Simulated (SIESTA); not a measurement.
Be2C:

```
C Be
1.0
     0.00000    2.16500    2.16500
     2.16500    0.00000    2.16500
     2.16500    2.16500    0.00000
C Be
1 2
Cartesian
  0.0000 0.0000 0.0000
  3.2475 3.2475 3.2475
  1.0825 1.0825 1.0825
```

Base run:

* Program: SIESTA 5.4.2
* Functional: PBE
* Potentials or basis: Ansatz (PBE files)
* Basis: DZP (energy shift 0.003 Ry; two zetas on semicore shells)
* Grid cutoff: 800 Ry
* Energy shift: 0.003 Ry
* k mesh: 11 × 11 × 11
* Occupations: fermi-dirac, width 0.05 eV
* Spin: no spin polarisation

Its results: band gap on the k mesh 0.99 eV, indirect (least direct gap 3.62 eV); pressure 6.5 GPa.

The run is repeated on the same cell with these changes: potentials or basis from Ansatz (PBE files) to PseudoDojo 0.4 standard (PBE files). What comes out?

Band gap on the k mesh 1.10 eV, indirect (least direct gap 3.66 eV); pressure 2.4 GPa.

Caveats: an odd mesh through Γ misses points on the zone boundary, where band edges often lie; the basis of atomic orbitals isn't converged, which shifts pressures, moduli and gaps; short orbitals over semicore shells can move pressures by several GPa (some runs).
